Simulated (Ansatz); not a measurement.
**FeSi2 (Linzhiite) under changes of volume**

One of the cells (12.314 Å³/atom); the others are scaled copies at fixed shape and fractional positions:

```xyz
3
Lattice="2.6840 0.0000 0.0000 0.0000 2.6840 0.0000 0.0000 0.0000 5.1280" Properties=species:S:1:pos:R:3 pbc="T T T"
Fe    0.0000    0.0000    0.0000
Si    1.3420    1.3420    3.7434
Si    1.3420    1.3420    1.3846
```

```yaml
Program: Ansatz 0.2.0
Functional: r2SCAN
Potentials_or_basis: Ansatz PAW
Cutoff: "500 eV (not typed: the program's choice for these potentials)"
k_mesh: 10 × 10 × 5
Occupations: fermi-dirac, width 0.05 eV
Spin: collinear spin, ferromagnetic start
Starting_moments: "[3.0, 0.0, 0.0] μB"
```

```csv
volume (Å³/atom),energy over the lowest point (meV/atom),pressure (GPa),largest force (eV/Å)
11.575,26.50,13.3,0.483
11.821,?,?,?
12.068,1.62,3.2,0.247
12.314,0.00,-1.0,0.143
12.560,4.61,-4.9,0.046
12.806,14.80,-8.3,0.043
13.053,30.01,-11.4,0.126
```

**Question.** What does the run at 11.821 Å³/atom give?

**Answer.** Energy over the lowest point 10.19 meV/atom; pressure 8.0 GPa; largest force 0.360 eV/Å.

Worked out: A Birch-Murnaghan fit of order 3 (a polynomial in V^(-2/3)) to the other rows has its minimum at 12.25 Å³/atom with B0 = V·E''(V) = 207 GPa and B' = 4.5 at fixed shape and positions, which overstates the stiffness. It gives 10.19 meV/atom at 11.821 Å³/atom, against the run's 10.19, and -dE/dV = 8.0 GPa, against 8.0.

Energies are extrapolated to zero smearing.

Caveats: the magnetic or orbital state may not be the lowest; the PAW data sets come from PBE, with cores solved anew for the run's functional, which leaves a small shift of forces and pressure; the starting moments weren't kept.
